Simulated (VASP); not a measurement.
CsPbCl3:

```xyz
5
Lattice="5.6050 0.0000 0.0000 0.0000 5.6050 0.0000 0.0000 0.0000 5.6050" Properties=species:S:1:pos:R:3 pbc="T T T"
Pb    2.8025    2.8025    2.8025
Cs    0.0000    0.0000    0.0000
Cl    2.8025    0.0000    2.8025
Cl    0.0000    2.8025    2.8025
Cl    2.8025    2.8025    0.0000
```

Base run:

| Quantity | Value |
| --- | --- |
| Program | VASP 6.6.1 |
| Functional | HSE03 |
| Potentials or basis | VASP PAW PBE potentials, release 64 (Pb_d, Cs_sv, Cl) |
| Cutoff | 520 eV |
| k mesh | 4 × 4 × 4 |
| Occupations | gaussian, width 0.02 eV |
| Spin | no spin polarisation |

Its results: band gap on the k mesh 2.43 eV, direct; pressure 1.4 GPa.

Question: The run is repeated on the same cell with these changes: functional from HSE03 to HSE06. What comes out?

Answer: Band gap on the k mesh 2.62 eV, direct; pressure 1.4 GPa.

Caveats: the PAW data sets were made with another functional, which shifts forces and pressure a little; spin-orbit coupling is left out, which as a rule narrows the gap of such compounds by several tenths of an eV.

Not every run made on this cell is shown here.
